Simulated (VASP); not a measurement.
# Al32N31 (a cell with a defect) in VASP: settings compared, part 2 of 2

VASP 6.6.1. The steps go on from the part before.

### 3 Single point, HSE06

Contents of POSCAR:

```
Al32N31                                 
1.0
   -6.2557320000     -5.4176240000     -5.0159260000
    6.2557320000      5.4176240000     -5.0159260000
    6.2557320000     -5.4176240000      5.0159260000
  Al              N             
    32    31
Direct
     0.0828689558178226    0.6242073225458121    0.7081601050120652
     0.8333777778302733    0.4991794910262319    0.3325894820351506
     0.0833931811994047    0.8752145238618408    0.9581022798982360
     0.8334986444818214    0.7502510588746534    0.5837557992331283
     0.0843033131398326    0.1252754684528664    0.2085589642345764
     0.5841187532386209    0.6251658452207224    0.2085421300127490
     0.8351078455078449    0.0007465818742457    0.8345996410983908
     0.3342685620549241    0.5002939402194664    0.8341520351759496
     0.0834397162455655    0.3746830000849437    0.4575252279113668
     0.5836606374473463    0.8745801556389931    0.4571033720770548
     0.8350345769644496    0.2499535241622738    0.0837612311960271
     0.3343055137408518    0.7495659714045451    0.0834197350903977
     0.5915500944525961    0.1326106531478385    0.7081709572103257
     0.3338383098449242    0.9994770937828905    0.3322326746795359
     0.5836764279659414    0.3759157576383393    0.9583236691403093
     0.3338691746195779    0.2510708782398260    0.5838502456624416
     0.4183022530068666    0.0022518924165762    0.9219630477659119
     0.1615869639212909    0.8737506382111556    0.5373268955154070
     0.4170569731694798    0.2503703973064624    0.1672585573516448
     0.1662403336105512    0.1247611830354160    0.7917751921432449
     0.4172264036291902    0.4994099805627742    0.4162967947549059
     0.9167125976164704    0.9997196284466046    0.4162438884932662
     0.1673535258807954    0.3752133056892629    0.0416177668936069
     0.6672057624580988    0.8744670262875273    0.0422555111910787
     0.4182801849697240    0.7458356672692109    0.6655795091099962
     0.9177270270752749    0.2501225927431824    0.6665185569655163
     0.1662849742581232    0.6240715830194241    0.2910796199379886
     0.6673960545635135    0.1252861788152248    0.2921984246986590
     0.9177921035403648    0.5005774285324900    0.9170696028694963
     0.6670630119643681    0.3752429295658356    0.5412348660831345
     0.9166098937551050    0.7499480964047863    0.1663482330992987
     0.6674555382657406    0.6247520463894548    0.7916513279806551
     0.1443498902276530    0.8095583049132912    0.3343108277421030
     0.3929228312621481    0.1840092288368376    0.9572158518788787
     0.1444446604016394    0.0595904649909670    0.5844089152716340
     0.3931499191288987    0.4345153433354129    0.2081752793331914
     0.8933977220572478    0.9344214829997759    0.2084531803291362
     0.1428092155165906    0.3091449551487291    0.8328950621417077
     0.6430538818051214    0.8103371494370423    0.8335511752426102
     0.3929133748651904    0.6851664218936234    0.4584684616988789
     0.8933796021128098    0.1843192907510510    0.4584783356367509
     0.1428794348832686    0.5594368089478111    0.0832514725261712
     0.6429881596269993    0.0590088858680257    0.0821918061345003
     0.8920611714139914    0.4332940233781213    0.7081950768056100
     0.6429390612468828    0.3091520674135779    0.3333892196139226
     0.8933502481372524    0.6842358811810612    0.9584837290273346
     0.6430724839083991    0.5590379904512788    0.5833936033592699
     0.2269662617288714    0.8095905187156264    0.9152994170028804
     0.9780455149248678    0.6850777240770406    0.5423871546144822
     0.2266349373446843    0.0590419862823117    0.1665225274401808
     0.9760542459138499    0.9341863768467672    0.7916516183815621
     0.2266906194728148    0.3096307616222683    0.4170033705984875
     0.7267709580888181    0.8093057853902913    0.4170126227226638
     0.9769526728352745    0.1845663973698703    0.0418711033661092
     0.4766226146601047    0.6842849451209100    0.0417478735065077
     0.2269775580758493    0.5610825918084836    0.6668278018683501
     0.7248477666082019    0.0577320619913583    0.6666255993692115
     0.9760717080259108    0.4339089982949932    0.2913093166242522
     0.4765352236679861    0.9342086743204480    0.2911399037628106
     0.7247393080563838    0.3075335432136824    0.9163861914602718
     0.4747225173519298    0.1825850400883836    0.5416143486108927
     0.7267667312487219    0.5592414930189378    0.1668507175921145
     0.4765884791648428    0.4349065514212196    0.7917616018160059
```

Contents of INCAR.step1:

```
SYSTEM = Al32N31
PREC = Normal ; ENCUT = 400
EDIFF = 1E-5 ; ISMEAR = 0
SIGMA = 0.01 ; LREAL = Auto
LASPH = .True. ; NELM = 80
ALGO = Normal ; ISIF = 2
LWAVE = .True. ; ICORELEVEL = 1
NELECT = 250.0 ; GGA = PE
LUSENCCL = .False.
```

Contents of INCAR.step2:

```
SYSTEM = Al32N31
PREC = Normal ; ENCUT = 400
EDIFF = 1E-6 ; ISMEAR = 0
SIGMA = 0.01 ; LREAL = Auto
LASPH = .True. ; NELM = 80
ALGO = Normal ; ISIF = 2
LWAVE = .False. ; LCHARG = .False.
GGA = PE ; LHFCALC = .True.
HFSCREEN = 0.2 ; PRECFOCK = Fast
ICORELEVEL = 1 ; NELECT = 250.0
ISTART = 1 ; LUSENCCL = .False.
```

Contents of KPOINTS:

```
Automatic mesh
0
Gamma
  1 1 1
  0 0 0
```

Potentials or basis: VASP PAW PBE potentials, release 64 (Al, N).

Run with:

```
cat potpaw_PBE.64/Al/POTCAR potpaw_PBE.64/N/POTCAR > POTCAR
cp INCAR.step1 INCAR
mpirun -np 1 vasp_gam > vasp.out
cp INCAR.step2 INCAR
mpirun -np 1 vasp_gam > vasp.out
```

It took 7.9 min on 1 × NVIDIA H100 80GB with 1 thread of AMD EPYC 7R13 (Zen 3), shared host; peak memory 1.3 GiB.

The run converged. Its results:

```yaml
Free_energy: -552.1121 eV
Largest_force: 0.337 eV/Å
Band_gap_on_the_k_mesh: 4.89 eV, direct
```

Forces in eV/Å, atoms in the order of the input:
```
Al  -0.016 -0.019  0.040
Al  -0.027  0.018 -0.008
Al   0.046 -0.010  0.014
Al   0.016  0.019 -0.002
Al  -0.010 -0.006 -0.004
Al  -0.025 -0.021  0.004
Al  -0.004 -0.010 -0.016
Al  -0.008 -0.030  0.002
Al  -0.031 -0.001  0.010
Al  -0.006  0.001 -0.025
Al   0.008 -0.011 -0.019
Al   0.007 -0.023  0.008
Al   0.017  0.006 -0.337
Al  -0.025  0.017 -0.021
Al   0.039 -0.003 -0.025
Al   0.030  0.021 -0.031
Al   0.255 -0.150  0.113
Al  -0.002  0.303  0.110
Al   0.037 -0.014  0.001
Al   0.027  0.006 -0.016
Al  -0.045 -0.008  0.012
Al   0.017  0.065 -0.004
Al   0.002 -0.019 -0.007
Al  -0.001 -0.028 -0.013
Al  -0.252 -0.157  0.113
Al  -0.031 -0.011 -0.044
Al  -0.048  0.010 -0.009
Al   0.020 -0.016  0.011
Al   0.031 -0.007 -0.042
Al   0.003  0.028 -0.044
Al  -0.024  0.050  0.001
Al  -0.033 -0.015  0.015
N    0.061 -0.101  0.010
N   -0.079  0.023  0.011
N   -0.060 -0.093  0.015
N    0.000 -0.004  0.007
N    0.007 -0.024  0.016
N   -0.001  0.007  0.016
N    0.037  0.081  0.010
N    0.082  0.023  0.002
N   -0.016 -0.026  0.016
N   -0.003  0.013  0.013
N   -0.035  0.073  0.010
N    0.000 -0.008  0.014
N    0.012 -0.016  0.018
N    0.021 -0.025  0.007
N   -0.012 -0.001  0.013
N   -0.030  0.023 -0.050
N    0.005 -0.028 -0.063
N   -0.001  0.006 -0.001
N   -0.012 -0.004 -0.010
N    0.004 -0.013  0.004
N    0.013 -0.006 -0.002
N   -0.001  0.025  0.024
N    0.008  0.019  0.005
N    0.038  0.031 -0.046
N    0.030  0.050  0.052
N    0.012 -0.001 -0.002
N    0.014 -0.001  0.013
N   -0.037  0.041  0.051
N   -0.006 -0.057  0.035
N   -0.009  0.004  0.008
N   -0.012  0.005  0.020
```

Levels at points of the mesh, in eV from the valence-band top:
```tsv
k point	band 121	band 122	band 123	band 124	band 125	band 126	band 127	band 128	band 129	band 130
(0.00, 0.00, 0.00)	-1.17	-0.69	-0.69	-0.48	0.00	4.89	4.97	5.02	5.32	6.27
```

Core levels (eV, on the scale of the bands):
```
atom                          levels
1 Al  1s -1497.6, 2s -94.9, 2p -56.3
2 Al  1s -1497.5, 2s -94.8, 2p -56.3
3 Al  1s -1497.5, 2s -94.8, 2p -56.3
4 Al  1s -1497.5, 2s -94.8, 2p -56.3
5 Al  1s -1497.5, 2s -94.7, 2p -56.2
6 Al  1s -1497.4, 2s -94.7, 2p -56.2
```

Caveat: the cell is charged against a uniform background, so pressure and absolute levels hang on convention; the PAW data sets were made with another functional, which shifts forces and pressure a little.
